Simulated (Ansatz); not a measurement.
Input for Ansatz (plane-wave DFT, PAW):

```yaml
crystal:
  lattice:
    - [0.0, 3.2763183212, 3.2763183212]
    - [3.2763183212, 0.0, 3.2763183212]
    - [3.2763183212, 3.2763183212, 0.0]
  atoms:
    - { symbol: Ti, position: [0.5, 0.5, 0.5] }
    - { symbol: Ti, position: [0.75, 0.75, 0.75] }
    - { symbol: Co, position: [0.125, 0.125, 0.125] }
    - { symbol: Co, position: [0.625, 0.125, 0.125] }
    - { symbol: Co, position: [0.125, 0.125, 0.625] }
    - { symbol: Co, position: [0.125, 0.625, 0.125] }
basis:
  ecutwfc: 420
kpoints:
  mp_grid: { grid: [10, 10, 10] }
  band_path:
    path:
      - [[0.0, 0.0, 0.0], [0.5, 0.0, 0.5], [0.625, 0.25, 0.625]]
      - [[0.375, 0.375, 0.75], [0.0, 0.0, 0.0], [0.5, 0.5, 0.5], [0.5, 0.25, 0.75], [0.5, 0.0, 0.5]]
    npoints: 14
hamiltonian:
  xc: pbesol
scf:
  occupations: { method: gaussian, width: 0.1 }
  n_extra_bands: 15
output:
  forces: true
  stress: true
  eigenvalues: true
  populations: true
  dos: { projected: true, de: 0.02, nscf_kmesh: { grid: [15, 15, 15] } }
  bader: true
  write_density: true
  write_potential: true
  elf: true
  volumetric_format: npy
checkpoint:
  read: start.run
  write: ck
  compress: false
  write_wavefunctions: false
  write_every: 100000
```

Launched with
```bash
ansatz run input.yaml --threads 1 --pin off --max-ram 2560MiB --backend cpu --events-out ev --progress --plain --runs-dir out
```

These are results of DFT PBEsol, scalar-relativistic, plane waves, PAW (Ansatz 0.2.0), not measurements.

Abridged output (final results; tables in files aren't shown):

```
SCF 1 converged in 6 iterations: F = -25321.887162 eV  dr2 = 4.78e-15
SCF converged after 6 iterations
Free energy (F): -25321.887162 eV
Harris-Foulkes:  -25321.887162 eV  (|F-HF|=0.00e0)
Internal energy: -25321.845930 eV  (E = F + TS)
E sigma→0 (E₀):  -25321.866546 eV
Entropy (-TS):   -0.041232 eV (-6.872 meV/atom)
Fermi energy:    18.294877 eV
--- Per-component energies (eV) ---
  E_band       = -1204.699512
  E_kinetic    = 2380.997810
  E_local      = -13923.139450  (includes V_loc(G=0)·N_el)
  E_nonlocal   = 1828.403839
  E_hartree    = 5933.473231
  E_xc         = -832.657673
  E_vxc        = -1072.071581  (∫ρ·V_xc dr)
  E_paw        = -7971.457928  (= ΣΔE_a)
  E_vpaw       = -2285.837128  (= ΣTr[D̂ρ^β])
  E_aug_tail   = 0.000546  (compensation charges beyond the density's cutoff)
  E_ewald      = -12738.498751
  E_core_change = 1.032446  (= ΣΔE_core)
  E_smearing   = -0.041232  (= −TS)
--- Forces (eV/Å), atoms counted from 1 ---
  atom   1  Ti     0.00000000     0.00000000     0.00000000
  atom   2  Ti     0.00000000     0.00000000     0.00000000
  atom   3  Co     0.00000000     0.00000000     0.00000000
  atom   4  Co     0.00000000     0.00000000     0.00000000
  atom   5  Co     0.00000000     0.00000000     0.00000000
  atom   6  Co     0.00000000     0.00000000     0.00000000
--- Stress (GPa, compression-positive) ---
        0.017592       0.000000       0.000000
        0.000000       0.017592       0.000000
        0.000000       0.000000       0.017592
  P = ⅓ Tr σ = 0.0176 GPa (0.176 kbar)
--- Band table (eV; the first three rows and the last of 47) ---
  k-point 0: bands = ["-76.5099", "-76.4180", "-76.4180", "-76.4180", "-40.3570", "-40.0145", "-40.0145", "-40.0145", "-39.8899", "-39.8899", "-39.7097", "-39.7097", "-39.7097", "-39.6920", "-39.6920", "-39.6920", "-38.5016", "-38.3906", "-14.9349", "-14.9349", "-14.9349", "-14.7021", "-14.7021", "-14.7021", "9.8473", "13.2214", "14.0691", "14.0691", "14.0691", "14.9752", "14.9752", "14.9752", "15.2860", "15.2860", "16.8636", "16.8636", "17.4321", "17.4321", "17.4321", "17.5082", "17.5082", "17.5082", "17.6500", "17.6500", "17.7281", "17.7281", "17.7281", "19.1670", "19.1670", "19.1670", "19.3515", "19.3515", "19.3515", "19.6411", "21.0210", "21.0210", "24.1710", "24.1710", "24.1710", "26.83 ...
  k-point 1: bands = ["-76.5082", "-76.4197", "-76.4180", "-76.4180", "-40.3480", "-40.0135", "-40.0105", "-40.0105", "-39.8879", "-39.8879", "-39.7208", "-39.7119", "-39.7119", "-39.6959", "-39.6959", "-39.6920", "-38.4989", "-38.3927", "-14.9373", "-14.9373", "-14.9340", "-14.7038", "-14.6995", "-14.6995", "9.9666", "13.2711", "14.0880", "14.0926", "14.0926", "14.9042", "15.0077", "15.0077", "15.3105", "15.3105", "16.7955", "16.7955", "17.1611", "17.2294", "17.2294", "17.5179", "17.5179", "17.5979", "17.7056", "17.7056", "17.7221", "17.8907", "17.8907", "18.7678", "19.1585", "19.1585", "19.1669", "19.3423", "19.3423", "20.1877", "20.9895", "20.9895", "23.5645", "24.1098", "24.1098", "26.76 ...
  k-point 2: bands = ["-76.5035", "-76.4244", "-76.4180", "-76.4180", "-40.3230", "-40.0098", "-40.0001", "-40.0001", "-39.8812", "-39.8812", "-39.7520", "-39.7238", "-39.7238", "-39.7014", "-39.7014", "-39.6920", "-38.4916", "-38.3984", "-14.9434", "-14.9434", "-14.9326", "-14.7073", "-14.6932", "-14.6932", "10.3151", "13.3893", "14.1425", "14.1580", "14.1580", "14.7159", "15.1039", "15.1039", "15.3836", "15.3836", "16.6322", "16.6322", "16.7022", "16.8865", "16.8865", "17.4258", "17.5790", "17.5790", "17.7068", "17.7746", "17.7746", "18.1502", "18.1502", "18.2444", "19.0183", "19.0183", "19.1669", "19.4226", "19.4226", "20.8011", "20.9262", "20.9262", "22.5050", "23.8640", "23.8640", "26.4 ...
  k-point 46: bands = ["-76.4640", "-76.4640", "-76.4181", "-76.4181", "-40.1241", "-40.1241", "-39.9206", "-39.9206", "-39.8558", "-39.8558", "-39.8223", "-39.8223", "-39.7534", "-39.7534", "-39.7248", "-39.7248", "-38.4420", "-38.4420", "-14.9874", "-14.9874", "-14.8201", "-14.8201", "-14.6520", "-14.6520", "13.1174", "13.1174", "14.1527", "14.1527", "15.0334", "15.0334", "15.1355", "15.1355", "15.3660", "15.3660", "15.7438", "15.7438", "16.2100", "16.2100", "16.3726", "16.3726", "16.7678", "16.7678", "17.2810", "17.2810", "18.0610", "18.0610", "18.5678", "18.5678", "19.1770", "19.1770", "19.5369", "19.5369", "20.4849", "20.4849", "20.6582", "20.6582", "20.8307", "20.8307", "24.5518", "24. ...
--- Löwdin populations: 6 sites ---
  site symbol q [e]
     0     Ti     11.7679
     1     Ti     11.7679
     2     Co     16.8482
     3     Co     16.8482
     4     Co     16.8482
     5     Co     16.8482
  spilling = 0.011645 (of n_electrons = 92.000000)
--- Bader charges: 6 sites ---
  site symbol charge [e]  shift [e]
     0     Ti      1.2527     0.0045
     1     Ti      1.2527     0.0045
     2     Co     -0.6264     0.0022
     3     Co     -0.6264     0.0022
     4     Co     -0.6264     0.0022
     5     Co     -0.6264     0.0022
  estimated error of the sums over rays = 4.2e-4 e
```

Self-consistency was reached.

Time: 89 s on 1 thread of Arm Neoverse V1, on a shared host, peak memory 0.55 GiB.

The run starts from the saved density of an earlier one, so iterations and time are fewer than from atoms.

Spin polarisation was left out, and a magnetic state may lie lower.